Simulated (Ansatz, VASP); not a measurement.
InSb: VASP beside Ansatz

The input INCAR:

```
PREC = Accurate ; ENCUT = 520
EDIFF = 1E-6 ; ISMEAR = 0
SIGMA = 0.15 ; LREAL = F
LASPH = T ; NELM = 100
ALGO = Normal ; ISIF = 2
LWAVE = F ; LCHARG = T
LELF = T ; LVHAR = T
NBANDS = 16
```

Contents of KPOINTS:

```
Automatic mesh
0
Gamma
  12 12 12
```

Contents of POSCAR:

```
InSb
1.0
    0.0000000000      3.2391000000      3.2714910000
    3.2391000000      0.0000000000      3.2714910000
    3.2391000000      3.2391000000      0.0000000000
In Sb
1 1
Direct
    0.0000000000      0.0000000000      0.0000000000
    0.7500000000      0.7500000000      0.7500000000
```

Input for Ansatz:

```yaml
crystal:
  lattice:
    - [0.0, 3.2391, 3.271491]
    - [3.2391, 0.0, 3.271491]
    - [3.2391, 3.2391, 0.0]
  atoms:
    - { symbol: In, position: [0.0, 0.0, 0.0] }
    - { symbol: Sb, position: [0.75, 0.75, 0.75] }
basis:
  ecutwfc: 420
kpoints:
  mp_grid: { grid: [12, 12, 12] }
hamiltonian:
  xc: lda
scf:
  occupations: { method: gaussian, width: 0.15 }
output:
  forces: true
  stress: true
  eigenvalues: true
```

Change from the starting cell: strain +0.0100 x Voigt [0, 0, 1, 0, 0, 0], atoms carried along.

Alike in both runs: task single point; functional LDA; k mesh 12 × 12 × 12; occupations gaussian, width 0.15 eV; no spin polarisation.

|  | VASP | Ansatz |
| --- | --- | --- |
| version | VASP 6.6.1 | Ansatz 0.2.0 |
| potentials or method | VASP PAW LDA potentials, release 64 (In_d, Sb) | scalar-relativistic, plane waves, PAW |
| plane-wave cutoff (eV) | 520 | 420 |
| valence electrons in the cell | 18 | 28 |

```tsv
	VASP	Ansatz	Ansatz less VASP
gap on the k mesh at the Fermi level (eV)	none	none	-
pressure (GPa)	-0.9	-1.0	-0.07
largest component of the traceless stress (GPa)	0.20	0.20	0.000
```

A gap of «none» marks a metal or a gap that the smearing closes. The two sets of potentials don't hold the same shells in valence.

The runs have no spin-orbit coupling, so splittings on Sb are missing.
